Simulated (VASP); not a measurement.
# Mn (P6_3/mmc) in VASP: notebook

One crystal, Mn, is run at these levels: PBE; tasks: single point.

Program: VASP 6.6.1. These are calculated values, not measurements. Logs are shortened: lines on timing, memory, paths and dates and some standing lists are left out, and cuts for length are marked.

### 1 The crystal as given

Symmetry: P6_3/mmc, No. 194, hexagonal system. The conventional cell has a = 2.484 Å, b = 2.484 Å, c = 4.026 Å, α = 90.00°, β = 90.00°, γ = 120.00°. Around Mn (site symmetry -6m2) lie 12 Mn at 2.47 to 2.48 Å.

This isn't the form of Mn at room conditions, which is a 58-atom cubic cell.

### 2 Single point, PBE, collinear spin, ferromagnetic start

Contents of INCAR:

```
PREC = Accurate
ENCUT = 650
EDIFF = 1E-6
ISMEAR = 1
SIGMA = 0.1
LREAL = F
LASPH = T
NELM = 100
ALGO = Normal
ISIF = 2
LWAVE = F
LCHARG = F
ISPIN = 2
MAGMOM = 4 4
LORBIT = 11
LMAXMIX = 4
GGA = PE
ADDGRID = F
```

Contents of KPOINTS:

```
regular mesh
0
Gamma
  4 4 2
```

Contents of POSCAR:

```
Mn
1.0
    2.4836457705      0.0000000000      0.0000000000
   -1.2418228853      2.1509003313      0.0000000000
    0.0000000000      0.0000000000      4.0261950000
Mn
2
Direct
    0.3276130000      0.6533230000      0.2419640000
    0.6727760000      0.3616470000      0.7542400000
```

Potentials or basis: VASP PAW PBE potentials, release 64 (Mn_pv).

The run is started by

```console
$ cat potpaw_PBE.64/Mn_pv/POTCAR > POTCAR
$ mpirun -np 1 vasp_std > vasp.out
```

OUTCAR:

```text
PREC = Accurate
   ENCUT = 650
   EDIFF = 1E-6
   ISMEAR = 1
   LREAL = F
   LASPH = T
   NELM = 100
   ISIF = 2
   ISPIN = 2
   LORBIT = 11
   GGA = PE

 Found     20 irreducible k-points:

 Following reciprocal coordinates:
            Coordinates               Weight
  0.000000  0.000000  0.000000      1.000000
  0.250000  0.000000  0.000000      2.000000
  0.000000  0.250000  0.000000      2.000000
 -0.250000  0.250000  0.000000      2.000000
  0.500000  0.000000  0.000000      1.000000
  0.000000  0.500000  0.000000      1.000000
   k-points           NKPTS =     20   k-points in BZ     NKDIM =     20   number of bands    NBANDS=     21
   number of dos      NEDOS =    301   number of ions     NIONS =      2
   total plane-waves  NPLWV =  20736
   dimension x,y,z NGX =    24 NGY =   24 NGZ =   36
   dimension x,y,z NGXF=    48 NGYF=   48 NGZF=   72
   ions per type =               2
   NGX,Y,Z   is equivalent  to a cutoff of  16.06, 16.06, 14.86 a.u.
   NGXF,Y,Z  is equivalent  to a cutoff of  32.13, 32.13, 29.73 a.u.
 SYSTEM =  unknown system
   PREC   = accura    normal or accurate (medium, high low for compatibility)
   ISTART =      0    job   : 0-new  1-cont  2-samecut
   ICHARG =      2    charge: 1-file 2-atom 10-const
   ISPIN  =      2    spin polarized calculation?
   LNONCOLLINEAR =      F non collinear calculations
   LSORBIT =      F    spin-orbit coupling
   LASPH  =      T    aspherical Exc in radial PAW
   ENCUT  =  650.0 eV  47.77 Ry    6.91 a.u.   5.16  5.16  8.37*2*pi/ulx,y,z
   NELM   =    100;   NELMIN=  2; NELMDL= -5     # of ELM steps
   EDIFF  = 0.1E-05   stopping-criterion for ELM
   LREAL  =      F    real-space projection
   EDIFFG = 0.1E-04   stopping-criterion for IOM
   NSW    =      0    number of steps for IOM
   IBRION =     -1    ionic relax: 0-MD 1-quasi-New 2-CG
   NFREE  =      0    steps in history (QN), initial steepest desc. (CG)
   ISIF   =      2    stress and relaxation
   ISYM   =      2    0-nonsym 1-usesym 2-fastsym
   POTIM  = 0.5000    time-step for ionic-motion
   TEBEG  =    0.0;   TEEND  =   0.0 temperature during run
   PSTRESS=    0.0 pullay stress
   NELECT =      26.0000    total number of electrons
   NUPDOWN=      -1.0000    fix difference up-down
   EMIN   =  10.00;   EMAX   =-10.00  energy-range for DOS
   EFERMI =   0.00;   METHOD = LEGACY
   ISMEAR =     1;   SIGMA  =   0.10  broadening in eV -4-tet -1-fermi 0-gaus
   EFERMI_NEDOS =   21; number of points for ismear=-14 and -15
   IALGO  =     38    algorithm
   IMIX   =      4    mixing-type and parameters
     AMIX     =   0.40;   BMIX     =  1.00
     AMIX_MAG =   1.60;   BMIX_MAG =  1.00
  volume/ion in A,a.u.               =      10.75        72.57
  Fermi-wavevector in a.u.,A,eV,Ry     =   1.743938  3.295565 41.379665  3.041320
  Thomas-Fermi vector in A             =   2.815914
   LORBIT       =     11    0 simple, 1 ext, 2 COOP (PROOUT), +10 PAW based schemes
   GGA     = PE    functional components
   LHFCALC =     F    Hartree Fock is set to
   AEXX    =    0.0000 exact exchange contribution
   IVDW    =     0    specifies the selected vdW correction
   LEPSILON=     F    determine dielectric tensor
   LRPA    =     F    only Hartree local field effects (RPA)
 spin polarized calculation
 Methfessel and Paxton  Order N= 1 SIGMA  =   0.10
  energy-cutoff  :      650.00
  volume of cell :       21.51
 maximum number of plane-waves:       819
 NGX is ok and might be reduce to    24
   NGX = 11   NGY = 11   NGZ = 17

 number of electron      25.9999997 magnetization       1.3778874

 Free energy of the ion-electron system (eV)
  ---------------------------------------------------
  ext. energy  EPLUGINS =         0.00000000
  ---------------------------------------------------
  free energy    TOTEN  =       -17.82903725 eV

  energy without entropy =      -17.83108009  energy(sigma->0) =      -17.82971820

 E-fermi :  10.5403     XC(G=0): -13.9965

 val. band max:       10.5166676460   @ k =   0.2500   0.0000   0.0000
 cond. band min:      10.5471514167   @ k =  -0.2500   0.2500   0.0000
 fundamental gap:      0.0304837708
 Fermi energy:        10.5402906744

 spin component 1

 k-point     1 :       0.0000    0.0000    0.0000
  band No.  band energies     occupation
      1     -38.1411      1.00000
      2     -37.5005      1.00000
      3     -37.4860      1.00000
      4     -37.4105      1.00000
      5     -37.3686      1.00000
      6     -37.3609      1.00000
[... 13 lines left out ...]
     20      31.0987      0.00000
     21      34.2802      0.00000

 k-point     2 :       0.2500    0.0000    0.0000
  band No.  band energies     occupation
      1     -37.9999      1.00000
      2     -37.7745      1.00000
      3     -37.6648      1.00000
      4     -37.5817      1.00000
      5     -37.4426      1.00000
      6     -37.4222      1.00000
[... 13 lines left out ...]
     20      24.8294      0.00000
     21      29.7437      0.00000

 k-point     3 :       0.0000    0.2500    0.0000
  band No.  band energies     occupation
      1     -38.0169      1.00000
      2     -37.7827      1.00000
      3     -37.6800      1.00000
      4     -37.5807      1.00000
      5     -37.4182      1.00000
      6     -37.4053      1.00000
[... 13 lines left out ...]
     20      24.8786      0.00000
     21      29.7046      0.00000

 k-point     4 :      -0.2500    0.2500    0.0000
  band No.  band energies     occupation
      1     -37.9952      1.00000
      2     -37.7786      1.00000
      3     -37.6659      1.00000
      4     -37.5767      1.00000
      5     -37.4419      1.00000
      6     -37.4278      1.00000
[... 13 lines left out ...]
     20      24.8081      0.00000
     21      29.7276      0.00000

 k-point     5 :       0.5000    0.0000    0.0000
  band No.  band energies     occupation
      1     -38.0597      1.00000
      2     -37.9418      1.00000
      3     -37.7748      1.00000
      4     -37.6632      1.00000
      5     -37.5581      1.00000
      6     -37.4905      1.00000
[... 13 lines left out ...]
     20      22.6765      0.00000
     21      24.6452      0.00000

 k-point     6 :       0.0000    0.5000    0.0000
  band No.  band energies     occupation
      1     -38.0790      1.00000
      2     -37.9475      1.00000
      3     -37.8435      1.00000
      4     -37.6592      1.00000
      5     -37.4856      1.00000
      6     -37.4696      1.00000
[... 13 lines left out ...]
     20      22.0225      0.00000
     21      25.0587      0.00000

 [... further k-points ...]

 spin component 2

 k-point     1 :       0.0000    0.0000    0.0000
  band No.  band energies     occupation
      1     -37.4431      1.00000
      2     -36.7962      1.00000
      3     -36.6834      1.00000
      4     -36.6633      1.00000
      5     -36.6461      1.00000
      6     -36.6048      1.00000
[... 13 lines left out ...]
     20      31.0788      0.00000
     21      34.3293      0.00000

 k-point     2 :       0.2500    0.0000    0.0000
  band No.  band energies     occupation
      1     -37.2984      1.00000
      2     -37.0482      1.00000
      3     -36.9391      1.00000
      4     -36.8031      1.00000
      5     -36.7087      1.00000
      6     -36.6725      1.00000
[... 13 lines left out ...]
     20      25.1367      0.00000
     21      30.0248      0.00000

 k-point     3 :       0.0000    0.2500    0.0000
  band No.  band energies     occupation
      1     -37.3154      1.00000
      2     -36.9916      1.00000
      3     -36.8951      1.00000
      4     -36.8654      1.00000
      5     -36.7104      1.00000
      6     -36.6904      1.00000
[... 13 lines left out ...]
     20      25.1728      0.00000
     21      29.9825      0.00000

 k-point     4 :      -0.2500    0.2500    0.0000
  band No.  band energies     occupation
      1     -37.2936      1.00000
      2     -37.0708      1.00000
      3     -36.9559      1.00000
      4     -36.7851      1.00000
      5     -36.7139      1.00000
      6     -36.6511      1.00000
[... 13 lines left out ...]
     20      25.1207      0.00000
     21      30.0074      0.00000

 k-point     5 :       0.5000    0.0000    0.0000
  band No.  band energies     occupation
      1     -37.3349      1.00000
      2     -37.2213      1.00000
      3     -37.0658      1.00000
      4     -36.8947      1.00000
      5     -36.8460      1.00000
      6     -36.7239      1.00000
[... 13 lines left out ...]
     20      22.9929      0.00000
     21      24.9702      0.00000

 k-point     6 :       0.0000    0.5000    0.0000
  band No.  band energies     occupation
      1     -37.2949      1.00000
      2     -37.1806      1.00000
      3     -37.1169      1.00000
      4     -36.9550      1.00000
      5     -36.7722      1.00000
      6     -36.7635      1.00000
[... 13 lines left out ...]
     20      22.3250      0.00000
     21      25.4262      0.00000

 [... further k-points ...]

------------------------ aborting loop because EDIFF is reached ----------------------------------------

  FORCE on cell =-STRESS in cart. coord.  units (eV):
  Direction    XX          YY          ZZ          XY          YZ          ZX
  --------------------------------------------------------------------------------------
  -------------------------------------------------------------------------------------
  Total        0.4558640      0.0670850      0.1615271     -0.0213069      0.0535723     -0.0102193
  in kB       33.9579204      4.9972518     12.0323692     -1.5871785      3.9906712     -0.7612524
  external PRESSURE =      16.9958472 kB  Pullay stress =       0.0000000 kB

 VOLUME and BASIS-vectors are now :
 -----------------------------------------------------------------------------
  energy-cutoff  :      650.00
  volume of cell :       21.51
      direct lattice vectors                 reciprocal lattice vectors
     2.483645770  0.000000000  0.000000000     0.402633907  0.232460795  0.000000000
    -1.241822885  2.150900331  0.000000000     0.000000000  0.464921589  0.000000000
     0.000000000  0.000000000  4.026195000     0.000000000  0.000000000  0.248373464

 POSITION                                       TOTAL-FORCE (eV/Angst)
 -----------------------------------------------------------------------------------
      0.00236      1.40523      0.97419        -0.054217      0.088308      0.585483
      1.22184      0.77787      3.03672         0.054217     -0.088308     -0.585483
 -----------------------------------------------------------------------------------
    total drift:                               -0.000001     -0.000014      0.000085

  FREE ENERGIE OF THE ION-ELECTRON SYSTEM (eV)
  ---------------------------------------------------
  free  energy   TOTEN  =       -17.8290372486 eV

  energy  without entropy=      -17.8310800889  energy(sigma->0) =      -17.82971820

 total charge

# of ion       s       p       d       tot
------------------------------------------
    1        0.429   6.383   5.185  11.996
    2        0.429   6.383   5.185  11.996
--------------------------------------------------
tot          0.858  12.765  10.369  23.993

 magnetization (x)

# of ion       s       p       d       tot
------------------------------------------
    1       -0.002  -0.004   0.684   0.677
    2       -0.002  -0.004   0.684   0.677
--------------------------------------------------
tot         -0.004  -0.009   1.367   1.355
```

Wall time 63 s (1 thread of AMD EPYC, shared host); peak memory 0.14 GiB.

The run converged, but some of its settings lie outside the range that counts as converged, so its numbers aren't taken as properties of the crystal.

What came out:

| Quantity | Value |
| --- | --- |
| Free energy | -17.8290 eV |
| Pressure | 1.7 GPa |
| Largest force | 0.595 eV/Å |
| Band gap on the k mesh | none (metal or under the smearing width) |
| Net moment | 1.38 μB per cell |
| Site moments | Mn +0.68 μB |
| Valence electrons inside the program's atomic spheres | Mn 12.00 |

Caveat: the k mesh is coarse (spacing up to 0.78 Å⁻¹), so the values aren't converged; the moment fell far below its start of 4 μB, so a state of higher moment may lie lower in energy.

### 3 Single point, PBE, collinear spin, ferromagnetic start

Changes to INCAR since step 2:

```diff
@@ -1,3 +1,3 @@
 PREC = Accurate
-ENCUT = 650
+ENCUT = 460
 EDIFF = 1E-6
```

Contents of KPOINTS:

```
regular mesh
0
Gamma
  5 5 3
```

Contents of POSCAR:

```
Mn
1.0
    2.4836457705      0.0000000000      0.0000000000
   -1.2418228853      2.1509003313      0.0000000000
    0.0000000000      0.0000000000      4.0261950000
Mn
2
Direct
    0.3333333333      0.6666666667      0.2500000000
    0.6666666667      0.3333333333      0.7500000000
```

Potentials or basis: VASP PAW PBE potentials, release 64 (Mn_pv).

The run is started by

```console
$ cat potpaw_PBE.64/Mn_pv/POTCAR > POTCAR
$ mpirun -np 1 vasp_std > vasp.out
```

Wall time 26 s (1 thread of AMD EPYC, shared host); peak memory 0.09 GiB.

The run converged, but some of its settings lie outside the range that counts as converged, so its numbers aren't taken as properties of the crystal.

What came out:

| Property | Result |
| --- | --- |
| Free energy | -17.9407 eV |
| Pressure | -3.5 GPa |
| Band gap on the k mesh | none (metal or under the smearing width) |
| Net moment | -0.11 μB per cell |
| Site moments | Mn -0.05 μB |
| Valence electrons inside the program's atomic spheres | Mn 11.99 |

Caveat: the k mesh is coarse (spacing up to 0.58 Å⁻¹), so the values aren't converged; the starting moments collapsed, and a magnetic state may lie lower.

### 4 Single point, PBE, collinear spin, ferromagnetic start

INCAR is that of step 3.

KPOINTS is that of step 3.

Contents of POSCAR:

```
Mn
1.0
    2.4836457705      0.0000000000      0.0000000000
   -1.2418228853      2.1509003313      0.0000000000
    0.0000000000      0.0000000000      4.0261950000
Mn
2
Direct
    0.3276130000      0.6533230000      0.2419640000
    0.6727760000      0.3616470000      0.7542400000
```

Potentials or basis: VASP PAW PBE potentials, release 64 (Mn_pv).

The run is started by

```console
$ cat potpaw_PBE.64/Mn_pv/POTCAR > POTCAR
$ mpirun -np 1 vasp_std > vasp.out
```

OUTCAR:

```text
PREC = Accurate
   ENCUT = 460
   EDIFF = 1E-6
   ISMEAR = 1
   LREAL = F
   LASPH = T
   NELM = 100
   ISIF = 2
   ISPIN = 2
   LORBIT = 11
   GGA = PE

 Found     38 irreducible k-points:

 Following reciprocal coordinates:
            Coordinates               Weight
  0.000000  0.000000  0.000000      1.000000
  0.200000  0.000000  0.000000      2.000000
  0.000000  0.200000  0.000000      2.000000
 -0.200000  0.200000  0.000000      2.000000
  0.400000  0.000000  0.000000      2.000000
  0.000000  0.400000  0.000000      2.000000
[... 381 lines left out ...]
  external PRESSURE =     -31.7099079 kB  Pullay stress =       0.0000000 kB

 VOLUME and BASIS-vectors are now :
 -----------------------------------------------------------------------------
  energy-cutoff  :      460.00
  volume of cell :       21.51
      direct lattice vectors                 reciprocal lattice vectors
     2.483645770  0.000000000  0.000000000     0.402633907  0.232460795  0.000000000
    -1.241822885  2.150900331  0.000000000     0.000000000  0.464921589  0.000000000
     0.000000000  0.000000000  4.026195000     0.000000000  0.000000000  0.248373464

 POSITION                                       TOTAL-FORCE (eV/Angst)
 -----------------------------------------------------------------------------------
      0.00236      1.40523      0.97419        -0.056799      0.220010      0.244684
      1.22184      0.77787      3.03672         0.056799     -0.220010     -0.244684
 -----------------------------------------------------------------------------------
    total drift:                                0.000198     -0.000110     -0.000058

  FREE ENERGIE OF THE ION-ELECTRON SYSTEM (eV)
  ---------------------------------------------------
  free  energy   TOTEN  =       -17.9217699310 eV

  energy  without entropy=      -17.9193764395  energy(sigma->0) =      -17.92097210

 total charge

# of ion       s       p       d       tot
------------------------------------------
    1        0.425   6.386   5.184  11.995
    2        0.425   6.386   5.184  11.995
--------------------------------------------------
tot          0.850  12.772  10.368  23.990

 magnetization (x)

# of ion       s       p       d       tot
------------------------------------------
    1        0.000  -0.000  -0.011  -0.011
    2        0.000  -0.000  -0.011  -0.011
--------------------------------------------------
tot          0.000  -0.000  -0.022  -0.022
```

stdout:

```text
POSCAR found type information on POSCAR Mn
 POSCAR found :  1 types and       2 ions
 scaLAPACK will be used
 LDA part: xc-table for (Slater+PW92), standard interpolation
 POSCAR, INCAR and KPOINTS ok, starting setup
 FFT: planning ... GRIDC
 FFT: planning ... GRID_SOFT
 FFT: planning ... GRID
 WAVECAR not read
 entering main loop
```

Wall time 48 s (1 thread of AMD EPYC, shared host); peak memory 0.11 GiB.

The run converged, but some of its settings lie outside the range that counts as converged, so its numbers aren't taken as properties of the crystal.

What came out:

```yaml
Free_energy: -17.9218 eV
Pressure: -3.2 GPa
Largest_force: 0.334 eV/Å
Band_gap_on_the_k_mesh: none (metal or under the smearing width)
Net_moment: -0.02 μB per cell
Valence_electrons_inside_the_program's_atomic_spheres: Mn 11.99
```

Caveat: the k mesh is coarse (spacing up to 0.58 Å⁻¹), so the values aren't converged; the starting moments collapsed, and a magnetic state may lie lower.

### 5 Single point, PBE, collinear spin, ferromagnetic start

Changes to INCAR since step 4:

```diff
@@ -1,3 +1,3 @@
 PREC = Accurate
-ENCUT = 460
+ENCUT = 520
 EDIFF = 1E-6
```

KPOINTS is that of step 4.

Contents of POSCAR:

```
Mn
1.0
    2.4836457705      0.0000000000      0.0000000000
   -1.2418228853      2.1509003313      0.0000000000
    0.0000000000      0.0000000000      4.0261950000
Mn
2
Direct
    0.3333333333      0.6666666667      0.2500000000
    0.6666666667      0.3333333333      0.7500000000
```

The run is started by

```console
$ cat potpaw_PBE.64/Mn_pv/POTCAR > POTCAR
$ mpirun -np 1 vasp_std > vasp.out
```

Wall time 26 s (1 thread of AMD EPYC, shared host); peak memory 0.1 GiB.

The run converged, but some of its settings lie outside the range that counts as converged, so its numbers aren't taken as properties of the crystal.

What came out:

```yaml
Free_energy: -17.9421 eV
Pressure: -2.8 GPa
Band_gap_on_the_k_mesh: none (metal or under the smearing width)
Net_moment: -0.10 μB per cell
Site_moments: Mn -0.05 μB
Valence_electrons_inside_the_program's_atomic_spheres: Mn 11.99
```

Caveat: the k mesh is coarse (spacing up to 0.58 Å⁻¹), so the values aren't converged; the starting moments collapsed, and a magnetic state may lie lower.

### 6 The reference run

An earlier run on the cell as given: functional PBE; potentials or basis VASP PAW PBE potentials, release 64 (Mn_pv); cutoff 520 eV; k mesh 12 × 12 × 7; occupations fermi-dirac, width 0.05 eV; collinear spin, ferromagnetic start; starting moments [4.0, 4.0] μB.

- Pressure: -1.3 GPa
- Band gap on the k mesh: none (metal or under the smearing width)
- Net moment: 0.00 μB per cell
- Valence electrons inside the program's atomic spheres: Mn 11.98
